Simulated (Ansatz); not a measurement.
The system is CuO (Tenorite).

```
Cu O
1.0
     2.34185   -1.71130    0.00000
     2.34185    1.71130    0.00000
    -0.85003    0.00000    5.05787
Cu O
2 2
Direct
  0.50000 0.00000 0.50000
  0.00000 0.50000 0.00000
  0.41840 0.58160 0.75000
  0.58160 0.41840 0.25000
```

Base run:

```yaml
Program: Ansatz 0.2.0
Functional: r2SCAN
Potentials_or_basis: Ansatz PAW
Cutoff: "500 eV (not typed: the program's choice for these potentials)"
k_mesh: 10 × 10 × 5
Occupations: fermi-dirac, width 0.05 eV
Spin: no spin polarisation
```

Its results: band gap on the k mesh none (metal or under the smearing width); pressure -1.3 GPa; largest force 0.285 eV/Å.

Task: After a change of settings the same cell gave: band gap on the k mesh none (metal or under the smearing width); pressure 11.3 GPa; largest force 0.191 eV/Å. Which change was it?
A. functional from r2SCAN to PBEsol; cutoff from 500 eV (not typed: the program's choice for these potentials) to 420 eV (not typed: the program's choice for these potentials)
B. functional from r2SCAN to PBE; cutoff from 500 eV (not typed: the program's choice for these potentials) to 420 eV (not typed: the program's choice for these potentials); occupations from fermi-dirac, width 0.05 eV to gaussian, width 0.02 eV
C. functional from r2SCAN to revPBE; cutoff from 500 eV (not typed: the program's choice for these potentials) to 420 eV (not typed: the program's choice for these potentials)
D. functional from r2SCAN to RPBE; cutoff from 500 eV (not typed: the program's choice for these potentials) to 420 eV (not typed: the program's choice for these potentials)

Result: D.

Caveats: the run has no spin polarisation, though such a crystal can be magnetic; semilocal functionals often make such compounds metallic where correlation or magnetic order opens a gap, which also shifts bond lengths; the PAW data sets come from PBE, with cores solved anew for the run's functional, which leaves a small shift of forces and pressure.
